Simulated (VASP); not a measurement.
A run of VASP 6.6.1:

File INCAR:

```
SYSTEM = BeS
PREC     = Accurate       ! precision mode
ENCUT    = 600            ! plane-wave cutoff, eV
EDIFF    = 1E-7           ! SCF threshold, eV
ISMEAR   = 0              ! smearing method
SIGMA    = 0.02           ! smearing width, eV
LREAL    = .FALSE.        ! projectors in reciprocal space
LASPH    = .TRUE.         ! aspherical terms in the spheres
NELM     = 80             ! most SCF steps
ALGO     = Fast           ! electronic algorithm
ISIF     = 3              ! what is computed and relaxed
LWAVE    = .FALSE.        ! write WAVECAR
LCHARG   = .FALSE.        ! write CHGCAR
IBRION   = 2              ! ionic algorithm
NSW      = 90             ! ionic steps
EDIFFG   = -0.005         ! ionic threshold
```

KPOINTS

```
Automatic mesh
0
G
  8 8 8
  0 0 0
```

Contents of POSCAR:

```
BeS
1.0
    0.0000000000      2.4351516500      2.4351516500
    2.4351516500      0.0000000000      2.4351516500
    2.4351516500      2.4351516500      0.0000000000
Be S
1 1
Direct
    0.0000000000      0.0000000000      0.0000000000
    0.2500000000      0.2500000000      0.2500000000
```

Potentials or basis: VASP PAW LDA potentials, release 64 (Be, S).

Command:

```bash
$ cat potpaw_LDA.64/Be/POTCAR potpaw_LDA.64/S/POTCAR > POTCAR
$ mpirun -np 1 vasp_std > vasp.out
```

Hardware: 1 thread of Intel(R) Xeon(R) Platinum 8259CL CPU @ 2.50GHz (Skylake/Cascade Lake) (shared host).

Q: How long does it take, and how much memory?

A: Run time: 21 s on 1 thread of Intel(R) Xeon(R) Platinum 8259CL CPU @ 2.50GHz (Skylake/Cascade Lake) (shared host), peak memory 0.14 GiB. Counts: scf iterations 35, k points 29, ion steps 3.
